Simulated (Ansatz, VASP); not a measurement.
Ga: VASP beside Ansatz

The input INCAR:

```
SYSTEM = Ga
ALGO = Normal ; EDIFF = 1E-7
ENCUT = 520 ; GGA = PE
ISIF = 2 ; ISMEAR = -1
LASPH = .TRUE. ; LCHARG = .FALSE.
LREAL = .FALSE. ; LWAVE = .FALSE.
NELM = 60 ; PREC = Accurate
SIGMA = 0.05
```

KPOINTS

```
k-points
0
G
  10 10 8
  0 0 0
```

The input POSCAR:

```
Ga
1.0
    1.3830000000     -4.0265000000      0.0000000000
    1.3830000000      4.0265000000      0.0000000000
   -0.1174474948      0.0000000000      3.2966301472
Ga
2
Direct
    0.1310000000      0.8690000000      0.7500000000
    0.8690000000      0.1310000000      0.2500000000
```

The input input.yaml:

```yaml
crystal:
  lattice:
    - [1.383, -4.0265, 0.0]
    - [1.383, 4.0265, 0.0]
    - [-0.1174474948, 0.0, 3.2966301472]
  atoms:
    - { symbol: Ga, position: [0.131, 0.869, 0.75] }
    - { symbol: Ga, position: [0.869, 0.131, 0.25] }
hamiltonian:
  xc: pbe
  pseudopotentials: { kind: paw }
kpoints:
  mp_grid: { grid: [10, 10, 8] }
scf:
  occupations: { method: fermi_dirac, width: 0.05 }
output:
  forces: true
  stress: true
  eigenvalues: true
```

Change from the starting cell: strain = -0.01.

Alike in both runs: task single point; functional PBE; k mesh 10 × 10 × 8; occupations fermi-dirac, width 0.05 eV; no spin polarisation.

```csv
,VASP,Ansatz
version,VASP 6.6.1,Ansatz 0.2.0
potentials or method,"VASP PAW PBE potentials, release 64 (Ga_d)",Ansatz PAW
plane-wave cutoff (eV),520,420
valence electrons in the cell,26,26
```

|  | VASP | Ansatz | Ansatz less VASP |
| --- | --- | --- | --- |
| gap on the k mesh at the Fermi level (eV) | none | none | - |
| pressure (GPa) | 2.3 | 2.2 | -0.11 |
| largest component of the traceless stress (GPa) | 0.81 | 0.79 | -0.019 |
| rms of the force components (eV/Å) | 0.124 | 0.123 | -0.0009 |

Atom by atom the forces differ by 0.001 eV/Å (rms over components). A gap of «none» marks a metal or a gap that the smearing closes. With one functional, cell and mesh, what is left measures potentials, basis and numerics.
